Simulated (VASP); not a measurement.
Method: PBE GGA, VASP's PBE PAW potentials (set 64) (plane waves; VASP 6.6.1).

VASP ran on this input.

**INCAR**
```
! general
SYSTEM  = CsCl
PREC    = Accurate
ENCUT   = 300
LREAL   = .FALSE.
LASPH   = .TRUE.

! electronic loop
EDIFF   = 1E-6
NELM    = 100
ALGO    = Normal
LMAXMIX = 4

! smearing
ISMEAR  = -1
SIGMA   = 0.01

! functional
GGA     = PE

! ions
ISIF    = 2

! output
LWAVE   = .FALSE.
LCHARG  = .FALSE.
```

POSCAR:
```
CsCl
4.0336180
  1.0000000000   0.0000000000   0.0000000000
  0.0000000000   1.0000000000   0.0000000000
  0.0000000000   0.0000000000   1.0000000000
Cs Cl
1 1
direct
  0.0000000000   0.0000000000   0.0000000000
  0.5000000000   0.5000000000   0.5000000000
```

### KPOINTS
```
Automatic mesh
0
Gamma
4 4 4
0 0 0
```

POTCAR, in this order: Cs_sv Cl (PBE.64 set). Program: vasp_std.

What VASP printed:

OSZICAR:
```
       N       E                     dE             d eps       ncg     rms          rms(c)
DAV:   1     0.775193201439E+02    0.77519E+02   -0.51325E+03   240   0.765E+02
DAV:   2    -0.233473669587E+01   -0.79854E+02   -0.75074E+02   408   0.160E+02
DAV:   3    -0.682843604147E+01   -0.44937E+01   -0.44709E+01   300   0.420E+01
DAV:   4    -0.687040119131E+01   -0.41965E-01   -0.41939E-01   268   0.503E+00
DAV:   5    -0.687098295820E+01   -0.58177E-03   -0.58147E-03   308   0.551E-01    0.241E+00
DAV:   6    -0.651628274135E+01    0.35470E+00   -0.61950E-01   264   0.468E+00    0.185E+00
DAV:   7    -0.647527978639E+01    0.41003E-01   -0.21298E-01   324   0.263E+00    0.110E+00
DAV:   8    -0.647651034821E+01   -0.12306E-02   -0.14322E-02   264   0.915E-01    0.130E-01
DAV:   9    -0.647663110503E+01   -0.12076E-03   -0.29522E-03   316   0.350E-01    0.103E-01
DAV:  10    -0.647678573019E+01   -0.15463E-03   -0.22871E-04   272   0.130E-01    0.208E-02
DAV:  11    -0.647680231439E+01   -0.16584E-04   -0.33512E-05   308   0.431E-02    0.554E-03
DAV:  12    -0.647680152172E+01    0.79267E-06   -0.71767E-06   280   0.175E-02
   1 F= -.64768015E+01 E0= -.64768015E+01  d E =-.228583E-12
```

**OUTCAR**
```
------------------------ aborting loop because EDIFF is reached ----------------------------------------
  FORCE on cell =-STRESS in cart. coord.  units (eV):
  Direction    XX          YY          ZZ          XY          YZ          ZX
  --------------------------------------------------------------------------------------
  Total        0.9705154      0.9705154      0.9705154      0.0000000      0.0000000     -0.0000000
  in kB       23.6934734     23.6934734     23.6934734      0.0000000      0.0000000     -0.0000000
  external PRESSURE =      23.6934734 kB  Pullay stress =       0.0000000 kB
  volume of cell :       65.63
      direct lattice vectors                 reciprocal lattice vectors
     4.033618000  0.000000000  0.000000000     0.247916387  0.000000000  0.000000000
     0.000000000  4.033618000  0.000000000     0.000000000  0.247916387  0.000000000
     0.000000000  0.000000000  4.033618000     0.000000000  0.000000000  0.247916387
 POSITION                                       TOTAL-FORCE (eV/Angst)
 -----------------------------------------------------------------------------------
      0.00000      0.00000      0.00000         0.000000      0.000000      0.000000
      2.01681      2.01681      2.01681         0.000000      0.000000      0.000000
 -----------------------------------------------------------------------------------
    total drift:                                0.000000      0.000000     -0.000000
  FREE ENERGIE OF THE ION-ELECTRON SYSTEM (eV)
  ---------------------------------------------------
  free  energy   TOTEN  =        -6.4768015217 eV

  energy  without entropy=       -6.4768015217  energy(sigma->0) =       -6.47680152
```
(Selected blocks of OUTCAR.)

OUTCAR:
```
 val. band max:        0.0529144773   @ k =   0.0000   0.0000   0.0000

 cond. band min:       5.3709245040   @ k =   0.0000   0.0000   0.0000


 Fermi energy:         0.3069978594

 k-point     1 :       0.0000    0.0000    0.0000
  band No.  band energies     occupation
      1     -19.2575      2.00000
      2     -12.2270      2.00000
      3      -5.6977      2.00000
      4      -5.6977      2.00000
      5      -5.6977      2.00000
      6       0.0529      2.00000
      7       0.0529      2.00000
      8       0.0529      2.00000
      9       5.3709      0.00000
     10       5.3709      0.00000
     11       5.6256      0.00000
     12      10.3131      0.00000

 k-point     2 :       0.2500    0.0000    0.0000
  band No.  band energies     occupation
      1     -19.2040      2.00000
      2     -12.2623      2.00000
      3      -6.0177      2.00000
      4      -5.6092      2.00000
      5      -5.6092      2.00000
      6      -0.6769      2.00000
      7      -0.0960      2.00000
      8      -0.0960      2.00000
      9       5.8014      0.00000
     10       6.6868      0.00000
     11       7.1599      0.00000
     12       9.9521      0.00000

 k-point     3 :       0.5000    0.0000    0.0000
  band No.  band energies     occupation
      1     -19.1490      2.00000
      2     -12.3043      2.00000
      3      -6.2839      2.00000
      4      -5.5156      2.00000
      5      -5.5156      2.00000
      6      -1.2595      2.00000
      7      -0.2544      2.00000
      8      -0.2544      2.00000
      9       6.4824      0.00000
     10       7.9859      0.00000
     11       9.3068      0.00000
     12       9.3810      0.00000

 k-point     4 :       0.2500    0.2500    0.0000
  band No.  band energies     occupation
      1     -19.1549      2.00000
      2     -12.2410      2.00000
      3      -6.1915      2.00000
      4      -5.9315      2.00000
      5      -5.5374      2.00000
      6      -0.7420      2.00000
...
```

At this cut-off the stress carries a Pulay error, which pulls relaxed volumes low. Unless said otherwise, spin-orbit coupling is left out, though it shifts the bands of the heavy elements here.

The structure comes from a computed database's CsCl entry; how it stands against other phases isn't given here. The cell was not relaxed at this level, and its volume differs by -5.9 % from the start's.
